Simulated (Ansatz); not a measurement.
## BeS: vibrational free energy, entropy and heat capacity

Method: DFT PBE, scalar-relativistic, plane waves, PAW in Ansatz. Cutoff 420 eV, 8×8×8 k-points (Γ-centred), fixed occupations. No spin polarisation. Phonons by linear response, acoustic sum rule imposed.

Equilibrium structure at this level:
```
Be S
1.0
     0.00000    2.43801    2.43801
     2.43801    0.00000    2.43801
     2.43801    2.43801    0.00000
Be S
1 1
Direct
  0.25000 0.25000 0.25000
  0.50000 0.50000 0.50000
```

The cell has the zinc blende type, in a space group that the Crystallography Open Database lists for this formula; it was reached from a generator's guess.

Force constants from linear response on a 4×4×4 q mesh, interpolated to a fine mesh.

Phonon density of states, in bins of 10 cm⁻¹:
| bin centre (cm⁻¹) | share of modes (%) |
| --- | --- |
| 5 | 0.0 |
| 15 | 0.0 |
| 25 | 0.0 |
| 35 | 0.0 |
| 45 | 0.1 |
| 55 | 0.1 |
| 65 | 0.1 |
| 75 | 0.2 |
| 85 | 0.2 |
| 95 | 0.3 |
| 105 | 0.4 |
| 115 | 0.5 |
| 125 | 0.6 |
| 135 | 0.7 |
| 145 | 0.9 |
| 155 | 1.2 |
| 165 | 1.8 |
| 175 | 2.2 |
| 185 | 2.4 |
| 195 | 2.5 |
| 205 | 2.7 |
| 215 | 2.9 |
| 225 | 3.1 |
| 235 | 3.1 |
| 245 | 2.4 |
| 255 | 2.1 |
| 265 | 1.9 |
| 275 | 1.8 |
| 285 | 1.9 |
| 295 | 1.2 |
| 305 | 0.8 |
| 315 | 1.1 |
| 325 | 2.1 |
| 335 | 4.1 |
| 345 | 2.5 |
| 355 | 1.5 |
| 365 | 0.5 |
| 375 | 0.0 |
| 385 | 0.0 |
| 395 | 0.0 |
| 405 | 0.0 |
| 415 | 0.0 |
| 425 | 0.0 |
| 435 | 0.0 |
| 445 | 0.0 |
| 455 | 0.0 |
| 465 | 0.0 |
| 475 | 0.0 |
| 485 | 0.0 |
| 495 | 0.0 |
| 505 | 6.3 |
| 515 | 6.2 |
| 525 | 6.7 |
| 535 | 9.9 |
| 545 | 3.5 |
| 555 | 0.7 |
| 565 | 0.0 |
| 575 | 1.0 |
| 585 | 3.1 |
| 595 | 2.8 |
| 605 | 2.4 |
| 615 | 1.9 |
| 625 | 1.7 |
| 635 | 1.6 |
| 645 | 1.6 |
| 655 | 0.6 |

Problem. Give the zero-point energy per atom.

Solution. 74.1 meV.

Problem. How large are the vibrational entropy and heat capacity at 300 K?

Solution. S = 1.84 k_B and C_V = 2.19 k_B per atom, 73 % of the Dulong–Petit value.

Problem. Tabulate them against temperature.

Solution.
```tsv
T (K)	F_vib (meV/atom)	S (k_B/atom)	C_V (k_B/atom)
100	73.4	0.29	0.66
200	67.6	1.07	1.62
300	55.0	1.84	2.19
400	36.1	2.52	2.49
500	11.8	3.10	2.65
600	-17.0	3.59	2.75
700	-49.8	4.02	2.81
800	-86.1	4.40	2.86
900	-125.5	4.74	2.89
1000	-167.7	5.04	2.91
```
